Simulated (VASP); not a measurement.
A run of VASP 6.6.1 is set up as follows.

POSCAR

```
AlAs
1.0
    0.0000000000      2.8381291179      2.8381291179
    2.8381291179      0.0000000000      2.8381291179
    2.8381291179      2.8381291179      0.0000000000
  Al              As
     1     1
Direct
     0.0000000000000000    0.0000000000000000    0.0000000000000000
     0.2500000000000000    0.2500000000000000    0.2500000000000000
```

Contents of INCAR.step1:

```
SYSTEM = AlAs
PREC = Accurate ; ENCUT = 600
EDIFF = 1E-8 ; ISMEAR = 0
SIGMA = 0.03 ; LREAL = .FALSE.
LASPH = .TRUE. ; NELM = 80
ALGO = Normal ; ISIF = 3
LWAVE = .FALSE. ; LCHARG = .FALSE.
METAGGA = R2SCAN ; LMIXTAU = .TRUE.
IBRION = 2 ; NSW = 40
EDIFFG = -0.002
```

File INCAR.step2:

```
SYSTEM = AlAs
PREC = Accurate ; ENCUT = 600
EDIFF = 1E-8 ; ISMEAR = 0
SIGMA = 0.03 ; LREAL = .FALSE.
LASPH = .TRUE. ; NELM = 80
ALGO = Normal ; ISIF = 2
LWAVE = .FALSE. ; LCHARG = .FALSE.
METAGGA = R2SCAN ; LMIXTAU = .TRUE.
IBRION = 6 ; NFREE = 2
POTIM = 0.015 ; NSW = 1
```

The input KPOINTS:

```
Automatic mesh
0
G
  8 8 8
  0 0 0
```

Potentials or basis: VASP PAW PBE potentials, release 64 (Al, As).

The run is started by

```sh
$ cat potpaw_PBE.64/Al/POTCAR potpaw_PBE.64/As/POTCAR > POTCAR
$ cp INCAR.step1 INCAR
$ mpirun -np 1 vasp_std > vasp.out
$ cp CONTCAR POSCAR
$ cp INCAR.step2 INCAR
$ mpirun -np 1 vasp_std > vasp.out
```

Task: What does it give for the highest phonon frequency at Γ, LO-TO splitting left out?

Result: 359 cm⁻¹.

Phonon frequencies in cm⁻¹ (negative: imaginary):
```
              q point           frequencies
(0.000, 0.000, 0.000)  -1 -1 -1 359 359 359
```
